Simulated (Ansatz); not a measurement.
# Ga: the cost of one run

Computed with Ansatz 0.2.0 (DFT r2SCAN, scalar-relativistic, plane waves, PAW).

### 1 The system as given

It takes space group Pm-3m (No. 221, cubic). The conventional cell has a = 2.716 Å, b = 2.716 Å, c = 2.716 Å, α = 90.00°, β = 90.00°, γ = 90.00°. Ga (site symmetry m-3m) has 6 Ga at 2.72 Å as nearest neighbours.

Coordinates:

```xyz
1
Lattice="2.7165 0.0000 0.0000 0.0000 2.7165 0.0000 0.0000 0.0000 2.7165" Properties=species:S:1:pos:R:3 pbc="T T T"
Ga    0.0000    0.0000    0.0000
```

It is the end of an earlier relaxation with the same method, from a generated guess; it needn't be the stable form of this composition. At a tolerance of 0.05 Å it has space group Pm-3m (No. 221); it has 20.05 Å³/atom, an uncorrected energy of +0.08 eV/atom over the standard state and, on its mesh, gap none (metal).

### 2 Level of theory: r2SCAN

input.yaml reads:

```yaml
crystal:
  lattice:
    - [2.7164843, 0.0, 0.0]
    - [0.0, 2.7164843, 0.0]
    - [0.0, 0.0, 2.7164843]
  atoms:
    - { symbol: Ga, position: [0.0, 0.0, 0.0] }
basis:
  ecutwfc: 500
kpoints:
  mp_grid: { grid: [20, 20, 20] }
  band_path:
    path:
      - [[0.0, 0.0, 0.0], [0.0, 0.5, 0.0], [0.5, 0.5, 0.0], [0.0, 0.0, 0.0], [0.5, 0.5, 0.5], [0.0, 0.5, 0.0]]
      - [[0.5, 0.5, 0.5], [0.5, 0.5, 0.0]]
    npoints: 14
hamiltonian:
  xc: r2scan
scf:
  occupations: { method: gaussian, width: 0.1 }
  n_extra_bands: 6
output:
  forces: true
  stress: true
  eigenvalues: true
  populations: true
  dos: { projected: true, de: 0.02, nscf_kmesh: { grid: [24, 24, 24] } }
  bader: true
  write_density: true
  write_potential: true
  elf: true
  volumetric_format: npy
```

Run with:

```
ansatz run input.yaml --threads 1 --pin off --max-ram 3072MiB --backend cpu --events-out ev --progress --plain --runs-dir out
```

What time and memory should one allow on 1 thread of Arm Neoverse V2, shared host?

About 18 s, with a peak of 0.46 GiB.
